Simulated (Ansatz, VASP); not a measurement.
## Two plane-wave programs on S

```
S
1.0
     3.62734    0.00000    0.00000
    -1.81367    3.14137    0.00000
     0.00000    0.00000    2.08436
S
1
Direct
  0.00000 0.00000 0.00000
```

Alike in both runs: functional r2SCAN; k mesh 18 × 18 × 26; occupations gaussian, width 0.1 eV; no spin polarisation.

Ansatz relaxed the structure, and its values are those at the end. VASP's run is a single point on that final structure, the one shown.

```csv
,VASP,Ansatz
version,VASP 6.6.1,Ansatz 0.2.0
potentials or method,"VASP PAW PBE potentials, release 64 (S)","scalar-relativistic, plane waves, PAW"
plane-wave cutoff (eV),520,500
valence electrons in the cell,6,6
```

```csv
,VASP,Ansatz,Ansatz less VASP
gap on the k mesh at the Fermi level (eV),none,none,-
pressure (GPa),-0.3,0.0,+0.35
```

A gap of «none» marks a metal or a gap that the smearing closes.

Caveats: the PAW data sets were made with another functional, which shifts forces and pressure a little (VASP).
